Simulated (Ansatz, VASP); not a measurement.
## Tl: VASP beside Ansatz

```
Tl
1.0
     3.36191    0.00000    0.00000
    -1.12064    3.16964    0.00000
    -1.12064   -1.58482    2.74499
Tl
1
Direct
  0.00000 0.00000 0.00000
```

This isn't the form of Tl at room conditions, which is hcp.

Alike in both runs: task single point; functional LDA; k mesh 10 × 10 × 10; occupations fermi-dirac, width 0.1 eV; no spin polarisation.

```csv
,VASP,Ansatz
version,VASP 6.6.1,Ansatz 0.2.0
potentials or method,"VASP PAW LDA potentials, release 64 (Tl_d)","plane waves, PAW"
plane-wave cutoff (eV),520,420
valence electrons in the cell,13,13
```

VASP gave:

- pressure (GPa): -2.5

Problem. What did Ansatz give for the same quantities?

Solution. Pressure (GPa): -2.6.

Spin-orbit coupling is left out, which matters for the levels of Tl.
